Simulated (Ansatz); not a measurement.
Isolated molecules relaxed with PBE0-D4/def2-TZVP in Ansatz; ΔE leaves out vibrations. CCSD(T)/CBS is the MP2 limit (def2-TZVPP, def2-QZVPP) plus CCSD(T) − MP2 in def2-TZVPP, frozen cores. DFT in def2-TZVPP. B3LYP here is the variant with VWN-RPA as its local correlation; programs differ in this. HSE06 is defined as in plane-wave codes. Each species was taken in one conformer, which may not be the lowest.

Reaction (formal exchange of groups at a C–C bond): `CC(C)CCO` + `CNB[SiH3]` → `CNB(C)[SiH3]` + `CCCCO`

| level | ΔE (kcal/mol) | difference from CCSD(T)/CBS |
| --- | --- | --- |
| PBE-D4 | -8.9 | -1.2 |
| r2SCAN-D4 | -8.8 | -1.1 |
| B97M-V | -9.0 | -1.3 |
| PBE0-D4 | -8.9 | -1.2 |
| B3LYP-D4 | -8.5 | -0.8 |
| r2SCANh | -8.9 | -1.2 |
| HSE06 | -9.2 | -1.5 |
| CAM-B3LYP | -8.5 | -0.8 |
| RPA@PBE/def2-TZVPP | -6.4 | 1.3 |
| CCSD(T)/def2-SVP | -5.8 | 1.9 |
| HF/def2-TZVPP | -8.3 | -0.6 |
| MP2/def2-TZVPP | -7.3 | 0.4 |
| CCSD/def2-TZVPP | -7.5 | 0.2 |
| CCSD(T)/def2-TZVPP | -7.3 | 0.4 |
| HF/def2-QZVPP | -8.3 | -0.6 |
| SCS-MP2/def2-QZVPP | -7.3 | 0.4 |
| CCSD(T)/CBS | -7.7 | 0 |

Largest T1 diagnostic among the species: 0.014.

Leaving LDA and LC-ωPBE aside and taking each functional with its dispersion term where it has one, the values, not all of them listed here, spread over 1.3 kcal/mol, from B97M-V to ωB97X-V. LDA lies +1.2 kcal/mol from PBE without D4. At CCSD(T), def2-SVP lies +1.9 kcal/mol from the extrapolated value and def2-TZVPP +0.4 kcal/mol. In def2-TZVPP, CCSD(T) changes the Hartree–Fock value by +1.0 kcal/mol (the triples alone add +0.2 kcal/mol) and MP2 by +1.0 kcal/mol.

CCSD(T)/CBS has its own doubt, a few kJ/mol and more with outer-core shells, so smaller differences from it don't rank the levels.
